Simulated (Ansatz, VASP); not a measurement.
## Ir in VASP and in Ansatz

```xyz
1
Lattice="0.0000 1.9156 1.9156 1.9156 0.0000 1.9156 1.9156 1.9156 0.0000" Properties=species:S:1:pos:R:3 pbc="T T T"
Ir    0.0000    0.0000    0.0000
```

Alike in both runs: task relaxation of cell and atoms; functional LDA; k mesh 12 × 12 × 12; occupations fermi-dirac, width 0.05 eV; no spin polarisation.

|  | VASP | Ansatz |
| --- | --- | --- |
| version | VASP 6.6.1 | Ansatz 0.2.0 |
| potentials or method | VASP PAW LDA potentials, release 64 (Ir), cutoff 600 eV | all-electron LAPW, scalar-relativistic |

VASP gave:

- relaxed volume (Å³/atom): 13.92
- relaxed cell length with the largest relative difference (Å): 2.700
- energy change over the relaxation (meV/atom): -2

Which values does Ansatz return?

Relaxed volume (Å³/atom): 13.82; relaxed cell length with the largest relative difference (Å): 2.694; energy change over the relaxation (meV/atom): -5.

Ansatz ran all-electron here, so the differences hold the error of VASP's frozen core and of both bases.

Spin-orbit coupling is left out, which matters for the levels of Ir. LDA usually gives volumes a few per cent too small. Zero-point motion and thermal expansion aren't in these numbers.
